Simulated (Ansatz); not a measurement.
Ga, DFT, PBE, PAW with Ansatz's default frozen-core files, scalar-relativistic (Ansatz 0.2.0), run on 1 thread of Arm Neoverse V1 on a shared host.

The cell is COD entry 9008562, as deposited and not checked against the literature; nothing was relaxed. The listed cell was then made from it by scaling, straining or moving an atom.

Command: `ansatz run input.yaml --threads 1 --pin off --max-ram 6144MiB --backend cpu --events-out ev --progress --plain --runs-dir out`

```yaml
crystal:
  lattice:
    - [2.2402129667, -3.7967455357, 0.0]
    - [2.2402129667, 3.7967455357, 0.0]
    - [0.0, 0.0, 4.4863856638]
  atoms:
    - { symbol: Ga, position: [0.1525, 0.8475, 0.0785] }
    - { symbol: Ga, position: [0.6525, 0.3475, 0.4215] }
    - { symbol: Ga, position: [0.8475, 0.1525, 0.9215] }
    - { symbol: Ga, position: [0.3475, 0.6525, 0.5785] }
kpoints:
  mp_grid: { grid: [9, 9, 8] }
scf:
  occupations: { method: fermi_dirac, width: 0.05 }
hamiltonian:
  xc: pbe
  pseudopotentials: { kind: paw }
output:
  forces: true
  stress: true
  eigenvalues: true
  efg: { contact_densities: true }
```

Task: How large is the problem that the program sets up?

Result: 125 irreducible k-points, 1509 plane waves at Γ, 32 bands.

Task: About how long does it take, and how much memory does it use?

Result: 19 s of wall time for 7 SCF iterations, with a peak of 0.49 GiB. Times on shared machines scatter by tens of per cent.

Task: And the same cell and mesh by crystal-made all-electron datasets, asked for forces, stress, eigenvalues, efg, on the same hardware?

Result: 47 s, peak memory 0.95 GiB.
